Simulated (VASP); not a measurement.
# ZnS (Wurtzite-6H) (P6_3mc) in VASP: single point with PBE

Aim: the single point of ZnS (Wurtzite-6H) with PBE.

Everything below comes from runs of VASP 6.6.1. Logs are shortened: lines on timing, memory, paths and dates and some standing lists are left out, and cuts for length are marked.

**Measured values to compare with.**

From a printed reference work, monograph, for a bulk crystal of ZnS at 4 K: band gap 3.911 eV (direct).

How close the calculation comes is told below.

### Step 1. The crystal as given

It takes space group P6_3mc (No. 186, hexagonal). Conventional cell: a = 3.812 Å, b = 3.812 Å, c = 18.690 Å, α = 90.00°, β = 90.00°, γ = 120.00°. Around Zn (site symmetry 3m) lie 4 S at 2.33 to 2.34 Å. Around Zn (site symmetry 3m) lie 4 S at 2.33 to 2.34 Å. Zn (site symmetry 3m) is surrounded by 4 S at 2.33 to 2.34 Å. S (site symmetry 3m) has 4 Zn at 2.33 to 2.34 Å as nearest neighbours. S (site symmetry 3m) has 4 Zn at 2.33 to 2.34 Å as nearest neighbours. S (site symmetry 3m) has 4 Zn at 2.33 to 2.34 Å as nearest neighbours.

### Step 2. Single point, PBE

INCAR reads:

```
SYSTEM = ZnS
ALGO = Fast
EDIFF = 1E-7
ENCUT = 520
GGA = PE
ISIF = 2
ISMEAR = -1
LASPH = .TRUE.
LCHARG = .TRUE.
LELF = .TRUE.
LREAL = .FALSE.
LVHAR = .TRUE.
LWAVE = .FALSE.
NBANDS = 66
NELM = 100
PREC = Accurate
SIGMA = 0.05
```

KPOINTS reads:

```
k-points
0
G
  8 8 2
  0 0 0
```

POSCAR reads:

```
ZnS
1.0
    3.8120000000      0.0000000000      0.0000000000
   -1.9060000000      3.3012888392      0.0000000000
    0.0000000000      0.0000000000     18.6899900000
Zn S
6 6
Direct
    0.3333333333      0.6666666667      0.8333300000
    0.6666666667      0.3333333333      0.3333300000
    0.6666666667      0.3333333333      0.6666700000
    0.3333333333      0.6666666667      0.1666700000
    0.0000000000      0.0000000000      0.5000000000
    0.0000000000      0.0000000000      0.0000000000
    0.3333333333      0.6666666667      0.9583300000
    0.6666666667      0.3333333333      0.4583300000
    0.6666666667      0.3333333333      0.7916700000
    0.3333333333      0.6666666667      0.2916700000
    0.0000000000      0.0000000000      0.6250000000
    0.0000000000      0.0000000000      0.1250000000
```

Potentials or basis: VASP PAW PBE potentials, release 64 (Zn, S).

Run with:

```bash
$ cat potpaw_PBE.64/Zn/POTCAR potpaw_PBE.64/S/POTCAR > POTCAR
$ mpirun -np 1 vasp_std > vasp.out
```

OUTCAR:

```text
SYSTEM = ZnS
   EDIFF = 1E-7
   ENCUT = 520
   GGA = PE
   ISIF = 2
   ISMEAR = -1
   LASPH = .TRUE.
   LREAL = .FALSE.
   NELM = 100
   PREC = Accurate

 ion  position               nearest neighbor table
   1  0.333  0.667  0.833-   9 2.33   9 2.33   9 2.33   7 2.34
   2  0.667  0.333  0.333-  10 2.33  10 2.33  10 2.33   8 2.34
   3  0.667  0.333  0.667-  11 2.33  11 2.33  11 2.33   9 2.34
   4  0.333  0.667  0.167-  12 2.33  12 2.33  12 2.33  10 2.34
   5  0.000  0.000  0.500-   8 2.33   8 2.33   8 2.33  11 2.34
   6  0.000  0.000  0.000-   7 2.33   7 2.33   7 2.33  12 2.34
   7  0.333  0.667  0.958-   6 2.33   6 2.33   6 2.33   1 2.34
   8  0.667  0.333  0.458-   5 2.33   5 2.33   5 2.33   2 2.34
   9  0.667  0.333  0.792-   1 2.33   1 2.33   1 2.33   3 2.34
  10  0.333  0.667  0.292-   2 2.33   2 2.33   2 2.33   4 2.34
  11  0.000  0.000  0.625-   3 2.33   3 2.33   3 2.33   5 2.34
  12  0.000  0.000  0.125-   4 2.33   4 2.33   4 2.33   6 2.34

  LATTYP: Found a hexagonal cell.
 ALAT       =     3.8120000000
 C/A-ratio  =     4.9029354669

  Lattice vectors:

 A1 = (   3.8120000000,   0.0000000000,   0.0000000000)
 A2 = (  -1.9060000000,   3.3012888392,   0.0000000000)
 A3 = (   0.0000000000,   0.0000000000,  18.6899900000)

Analysis of symmetry for initial positions (statically):
=====================================================================
 Subroutine PRICEL returns:
 Original cell was already a primitive cell.

 Routine SETGRP: Setting up the symmetry group for a
 hexagonal supercell.

 Subroutine GETGRP returns: Found 12 space group operations
 (whereof  6 operations were pure point group operations)
 out of a pool of 24 trial point group operations.

The static configuration has the point symmetry C_3v.
 The point group associated with its full space group is C_6v.

Analysis of symmetry for dynamics (positions and initial velocities):
=====================================================================
 Subroutine PRICEL returns:
 Original cell was already a primitive cell.

 Routine SETGRP: Setting up the symmetry group for a
 hexagonal supercell.

 Subroutine GETGRP returns: Found 12 space group operations
 (whereof  6 operations were pure point group operations)
 out of a pool of 24 trial point group operations.

The dynamic configuration has the point symmetry C_3v.
 The point group associated with its full space group is C_6v.

 Subroutine INISYM returns: Found 12 space group operations
 (whereof  6 operations are pure point group operations),
 and found     1 'primitive' translations

----------------------------------------------------------------------------------------

                                     Primitive cell

  volume of cell :     235.2044

  direct lattice vectors                    reciprocal lattice vectors
     3.812000000  0.000000000  0.000000000     0.262329486  0.151455999  0.000000000
    -1.906000000  3.301288839  0.000000000     0.000000000  0.302911999  0.000000000
     0.000000000  0.000000000 18.689990000     0.000000000  0.000000000  0.053504577

  length of vectors
     3.812000000  3.812000000 18.689990000     0.302911999  0.302911999  0.053504577

  position of ions in fractional coordinates (direct lattice)
     0.333333333  0.666666667  0.833330000
     0.666666667  0.333333333  0.333330000
     0.666666667  0.333333333  0.666670000
     0.333333333  0.666666667  0.166670000
     0.000000000  0.000000000  0.500000000
     0.000000000  0.000000000  0.000000000
     0.333333333  0.666666667  0.958330000
     0.666666667  0.333333333  0.458330000
     0.666666667  0.333333333  0.791670000
     0.333333333  0.666666667  0.291670000
     0.000000000  0.000000000  0.625000000
     0.000000000  0.000000000  0.125000000

  ion indices of the primitive-cell ions
   primitive index   ion index
                 1           1
                 2           2
                 3           3
                 4           4
                 5           5
                 6           6
                 7           7
                 8           8
                 9           9
                10          10
                11          11
                12          12

----------------------------------------------------------------------------------------

 KPOINTS: k-points

Automatic generation of k-mesh.
 Grid dimensions read from file:
 generate k-points for:    8    8    2

 Generating k-lattice:

  Cartesian coordinates                     Fractional coordinates (reciprocal lattice)
     0.032791186  0.018932000  0.000000000     0.125000000  0.000000000  0.000000000
     0.000000000  0.037864000  0.000000000     0.000000000  0.125000000  0.000000000
     0.000000000  0.000000000  0.026752288     0.000000000  0.000000000  0.500000000

  Length of vectors
     0.037864000  0.037864000  0.026752288

  Shift w.r.t. Gamma in fractional coordinates (k-lattice)
     0.000000000  0.000000000  0.000000000

 Subroutine IBZKPT returns following result:
 ===========================================

 Found     20 irreducible k-points:

 Following reciprocal coordinates:
            Coordinates               Weight
  0.000000  0.000000  0.000000      1.000000
  0.125000  0.000000  0.000000      6.000000
  0.250000  0.000000  0.000000      6.000000
  0.375000  0.000000  0.000000      6.000000
  0.500000  0.000000  0.000000      3.000000
  0.125000  0.125000  0.000000      6.000000
[... 12 lines left out ...]
  0.250000  0.250000  0.500000      6.000000
  0.375000  0.250000  0.500000      6.000000
   k-points           NKPTS =     20   k-points in BZ     NKDIM =     20   number of bands    NBANDS=     66
   number of dos      NEDOS =    301   number of ions     NIONS =     12
   total plane-waves  NPLWV = 109760
   dimension x,y,z NGX =    28 NGY =   28 NGZ =  140
   dimension x,y,z NGXF=    56 NGYF=   56 NGZF=  280
   ions per type =               6   6
   NGX,Y,Z   is equivalent  to a cutoff of  12.21, 12.21, 12.45 a.u.
   NGXF,Y,Z  is equivalent  to a cutoff of  24.42, 24.42, 24.91 a.u.
 SYSTEM =  ZnS
   PREC   = accura    normal or accurate (medium, high low for compatibility)
   ISTART =      0    job   : 0-new  1-cont  2-samecut
   ICHARG =      2    charge: 1-file 2-atom 10-const
   ISPIN  =      1    spin polarized calculation?
   LNONCOLLINEAR =      F non collinear calculations
   LSORBIT =      F    spin-orbit coupling
   LASPH  =      T    aspherical Exc in radial PAW
   ENCUT  =  520.0 eV  38.22 Ry    6.18 a.u.   7.09  7.09 34.75*2*pi/ulx,y,z
   NELM   =    100;   NELMIN=  2; NELMDL= -5     # of ELM steps
   EDIFF  = 0.1E-06   stopping-criterion for ELM
   LREAL  =      F    real-space projection
   EDIFFG = 0.1E-05   stopping-criterion for IOM
   NSW    =      0    number of steps for IOM
   IBRION =     -1    ionic relax: 0-MD 1-quasi-New 2-CG
   NFREE  =      0    steps in history (QN), initial steepest desc. (CG)
   ISIF   =      2    stress and relaxation
   ISYM   =      2    0-nonsym 1-usesym 2-fastsym
   POTIM  = 0.5000    time-step for ionic-motion
   TEBEG  =    0.0;   TEEND  =   0.0 temperature during run
   PSTRESS=    0.0 pullay stress
   NELECT =     108.0000    total number of electrons
   NUPDOWN=      -1.0000    fix difference up-down
   EMIN   =  10.00;   EMAX   =-10.00  energy-range for DOS
   EFERMI =   0.00;   METHOD = LEGACY
   ISMEAR =    -1;   SIGMA  =   0.05  broadening in eV -4-tet -1-fermi 0-gaus
   EFERMI_NEDOS =   21; number of points for ismear=-14 and -15
   IALGO  =     68    algorithm
   IMIX   =      4    mixing-type and parameters
     AMIX     =   0.40;   BMIX     =  1.00
     AMIX_MAG =   1.60;   BMIX_MAG =  1.00
  volume/ion in A,a.u.               =      19.60       132.27
  Fermi-wavevector in a.u.,A,eV,Ry     =   1.262993  2.386711 21.703349  1.595151
  Thomas-Fermi vector in A             =   2.396373
   LORBIT       =      0    0 simple, 1 ext, 2 COOP (PROOUT), +10 PAW based schemes
   GGA     = PE    functional components
   LHFCALC =     F    Hartree Fock is set to
   AEXX    =    0.0000 exact exchange contribution
   IVDW    =     0    specifies the selected vdW correction
   LEPSILON=     F    determine dielectric tensor
   LRPA    =     F    only Hartree local field effects (RPA)
 non-spin polarized calculation
 RMM-DIIS sequential band-by-band and
  energy-cutoff  :      520.00
  volume of cell :      235.20
 maximum number of plane-waves:      6376
   NGX = 15   NGY = 15   NGZ = 69

 number of electron     107.9999995 magnetization

 Free energy of the ion-electron system (eV)
  ---------------------------------------------------
  ext. energy  EPLUGINS =         0.00000000
  ---------------------------------------------------
  free energy    TOTEN  =       -41.05232284 eV

  energy without entropy =      -41.05232284  energy(sigma->0) =      -41.05232284

 E-fermi :   3.1915     XC(G=0):  -9.6583

 val. band max:        2.1715929354   @ k =   0.0000   0.0000   0.0000
 cond. band min:       4.3393176086   @ k =   0.0000   0.0000   0.0000
 fundamental gap:      2.1677246732
 Fermi energy:         3.1915053927

 k-point     1 :       0.0000    0.0000    0.0000
  band No.  band energies     occupation
      1     -11.0213      2.00000
      2     -10.8197      2.00000
      3     -10.8114      2.00000
      4     -10.3537      2.00000
      5     -10.3452      2.00000
      6     -10.0800      2.00000
[... 58 lines left out ...]
     65       8.6813      0.00000
     66       8.7857      0.00000

 k-point     2 :       0.1250    0.0000    0.0000
  band No.  band energies     occupation
      1     -10.9158      2.00000
      2     -10.7226      2.00000
      3     -10.7143      2.00000
      4     -10.2793      2.00000
      5     -10.2710      2.00000
      6     -10.0219      2.00000
[... 58 lines left out ...]
     65       8.8515      0.00000
     66       9.0705      0.00000

 k-point     3 :       0.2500    0.0000    0.0000
  band No.  band energies     occupation
      1     -10.6328      2.00000
      2     -10.4669      2.00000
      3     -10.4585      2.00000
      4     -10.0951      2.00000
      5     -10.0871      2.00000
      6      -9.8868      2.00000
[... 1162 lines left out ...]
     65       8.6585      0.00000
     66       8.6783      0.00000

 k-point    20 :       0.3750    0.2500    0.5000
  band No.  band energies     occupation
      1      -9.9199      2.00000
      2      -9.9199      2.00000
      3      -9.8571      2.00000
      4      -9.8571      2.00000
      5      -9.7982      2.00000
      6      -9.7982      2.00000
[... 58 lines left out ...]
     65       8.8013      0.00000
     66       9.3409      0.00000

------------------------ aborting loop because EDIFF is reached ----------------------------------------

  FORCE on cell =-STRESS in cart. coord.  units (eV):
  Direction    XX          YY          ZZ          XY          YZ          ZX
  --------------------------------------------------------------------------------------
  -------------------------------------------------------------------------------------
  Total        3.4129488      3.4129488      3.4972595      0.0000000      0.0000000      0.0000000
  in kB       23.2484962     23.2484962     23.8228080      0.0000000      0.0000000      0.0000000
  external PRESSURE =      23.4399335 kB  Pullay stress =       0.0000000 kB

 VOLUME and BASIS-vectors are now :
 -----------------------------------------------------------------------------
  energy-cutoff  :      520.00
  volume of cell :      235.20
      direct lattice vectors                 reciprocal lattice vectors
     3.812000000  0.000000000  0.000000000     0.262329486  0.151455999  0.000000000
    -1.906000000  3.301288839  0.000000000     0.000000000  0.302911999  0.000000000
     0.000000000  0.000000000 18.689990000     0.000000000  0.000000000  0.053504577

 POSITION                                       TOTAL-FORCE (eV/Angst)
 -----------------------------------------------------------------------------------
     -0.00000      2.20086     15.57493        -0.000000      0.000000      0.000802
      1.90600      1.10043      6.22993         0.000000     -0.000000      0.000802
      1.90600      1.10043     12.46006         0.000000     -0.000000      0.015218
     -0.00000      2.20086      3.11506        -0.000000      0.000000      0.015218
      0.00000      0.00000      9.34500        -0.000000     -0.000000     -0.003576
      0.00000      0.00000      0.00000         0.000000     -0.000000     -0.003576
     -0.00000      2.20086     17.91118         0.000000     -0.000000     -0.029998
      1.90600      1.10043      8.56618         0.000000     -0.000000     -0.029998
      1.90600      1.10043     14.79630         0.000000     -0.000000     -0.006786
     -0.00000      2.20086      5.45131         0.000000     -0.000000     -0.006786
      0.00000      0.00000     11.68124        -0.000000      0.000000      0.024340
      0.00000      0.00000      2.33625         0.000000     -0.000000      0.024340
 -----------------------------------------------------------------------------------
    total drift:                               -0.000002     -0.000003     -0.000360

  FREE ENERGIE OF THE ION-ELECTRON SYSTEM (eV)
  ---------------------------------------------------
  free  energy   TOTEN  =       -41.0523228407 eV

  energy  without entropy=      -41.0523228406  energy(sigma->0) =      -41.05232284
```

Run time: 5.3 min. Hardware: 1 thread of Intel Xeon Platinum 8488C (Sapphire Rapids), shared host; peak memory 0.45 GiB.

Results:

```
Free energy            : -41.0523 eV
Pressure               : 2.3 GPa
Largest force          : 0.030 eV/Å
Band gap on the k mesh : 2.17 eV, direct
```

Forces on the atoms (eV/Å):
```
Zn   0.000  0.000  0.001
Zn   0.000  0.000  0.001
Zn   0.000  0.000  0.015
Zn   0.000  0.000  0.015
Zn   0.000  0.000 -0.004
Zn   0.000  0.000 -0.004
S    0.000  0.000 -0.030
S    0.000  0.000 -0.030
S    0.000  0.000 -0.007
S    0.000  0.000 -0.007
S    0.000  0.000  0.024
S    0.000  0.000  0.024
```

Caveat: the cell's inner coordinates are idealised or old, which leaves forces on the atoms.

### Step 3. How close it comes

Step 2. Against the measured gap of ZnS, 3.911 eV (direct; 4 K; a printed reference work, monograph), the calculated 2.17 eV is off by -1.74 eV. The value is that of PBE on a finite k mesh, which can miss the band edges, without temperature or zero-point motion. Semilocal functionals fall short of measured gaps as a rule.
